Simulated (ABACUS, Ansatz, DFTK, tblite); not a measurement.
Rh: equilibrium volume by level of theory

**What was measured.** The equilibrium volume of Rh (Rhodium) (Fm-3m) is reported as 13.75 Å³/atom at 298.15 K (a printed reference work). The runs below try to reproduce it.

The structure is cubic, space group Fm-3m (No. 225). Conventional cell: a = 3.796 Å, b = 3.796 Å, c = 3.796 Å, α = 90.00°, β = 90.00°, γ = 90.00°. Around Rh (site symmetry m-3m) lie 12 Rh at 2.68 Å.

| rung | level | program and potentials | cutoff (eV) | k mesh | smearing | task | core time | chip | equilibrium volume (Å³/atom) | miss | notes |
| --- | --- | --- | --- | --- | --- | --- | --- | --- | --- | --- | --- |
| GGA + dispersion | revPBE+D3(BJ) | Ansatz, all-electron LAPW, scalar-relativistic | - | 12 × 12 × 12 | fermi-dirac 0.05 | relaxation of cell and atoms | 17 s | Arm Neoverse V2 | 13.45 | -2.2 % | - |
| GGA | PBE | Ansatz, all-electron LAPW, scalar-relativistic | - | 12 × 12 × 12 | fermi-dirac 0.05 | equation of state | 31 s | Intel Xeon 6975P-C Granite Rapids | 14.03 | +2.0 % | - |
| tight binding or semi-empirical | GFN1-xTB | tblite, the method's own minimal valence basis | - | 1 × 1 × 1 | fermi-dirac 0.05 | equation of state | 33 s | Arm Neoverse V1 | 13.67 | -0.6 % | coarse mesh; Γ point of a 4 × 4 × 4 supercell |
| GGA | revPBE | ABACUS, PseudoDojo NC SR 0.5 PBE stringent, plane waves | 1211 | 10 × 10 × 10 | fermi-dirac 0.05 | equation of state | 84 s | Intel Xeon Platinum 8259CL Skylake/Cascade Lake | 14.25 | +3.6 % | potentials made for PBE; fit through 4 volumes |
| GGA | AM05 | DFTK, PseudoDojo 0.4 stringent (PBEsol) | 1197 | 8 × 8 × 8 | fermi-dirac 0.05 | equation of state | 3.5 min | Intel Xeon 6975P-C Granite Rapids | 13.49 | -1.9 % | potentials made for PBEsol |
| GGA | PBEsol | DFTK, SPMS 1.0 (PBE) | 816 | 10 × 10 × 10 | fermi-dirac 0.05 | equation of state | 4.7 min | Intel Xeon Platinum 8375C Ice Lake | 13.53 | -1.6 % | potentials made for PBE |

Times are single runs on shared hosts and different chips, so they are rough; meshes, cutoffs and the tasks' sizes weigh on the time. All rows: no spin polarisation. Smearing widths are in eV. For a metal such meshes aren't converged. Meshes differ between rows, which moves values too. Meshes are those of the run's cell of 1 atom unless a note names another. Relaxations start from the cell shown or near it and stop with a little pressure left. The cell shown, of 13.67 Å³ an atom, is the runs' start and not the measured value. Misses use the values as printed. Runs on faulty files, with rough fits or with known faults for this quantity aren't shown. No row holds spin-orbit coupling.

By rung: GGA + dispersion 13.45; GGA 13.49 to 14.25; tight binding or semi-empirical on coarse meshes 13.67 (Å³/atom). Measured: 13.75 Å³/atom at 298.15 K (a printed reference work). Closest, coarse meshes and atomic bases left aside, is PBEsol (-1.6 %), and PBE misses by +2.0 % on plain settings. The runs are for a static lattice, while measurements hold temperature and zero-point motion.
